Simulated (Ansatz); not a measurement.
HgTe (Coloradoite) under changes of volume

One of the cells (33.215 Å³/atom); the others are scaled copies at fixed shape and fractional positions:

```
Hg Te
1.0
     0.00000    3.21450    3.21450
     3.21450    0.00000    3.21450
     3.21450    3.21450    0.00000
Hg Te
1 1
Cartesian
  0.0000 0.0000 0.0000
  4.8217 4.8217 4.8217
```

```yaml
Program: Ansatz 0.2.0
Functional: LDA
Potentials_or_basis: all-electron LAPW, scalar-relativistic
Cutoff: 262 eV (chosen from the basis error)
Basis_error_allowed: 0.001 eV/atom
k_mesh: 7 × 7 × 7
Occupations: fermi-dirac, width 0.05 eV
Spin: no spin polarisation
```

| volume (Å³/atom) | energy over the lowest point (meV/atom) | pressure (GPa) |
| --- | --- | --- |
| 31.223 | ? | ? |
| 31.887 | 10.11 | 2.4 |
| 32.551 | 2.79 | 1.2 |
| 33.215 | 0.00 | 0.2 |
| 33.880 | 1.22 | -0.7 |
| 34.544 | 5.98 | -1.5 |
| 35.208 | 13.87 | -2.2 |

**Question.** What does the run at 31.223 Å³/atom give?

**Answer.** Energy over the lowest point 22.53 meV/atom; pressure 3.7 GPa.

Worked out: A Birch-Murnaghan fit of order 3 (a polynomial in V^(-2/3)) to the other rows has its minimum at 33.33 Å³/atom with B0 = V·E''(V) = 47 GPa and B' = 5.2. It gives 22.55 meV/atom at 31.223 Å³/atom, against the run's 22.53, and -dE/dV = 3.7 GPa, against 3.7.

Energies are extrapolated to zero smearing.
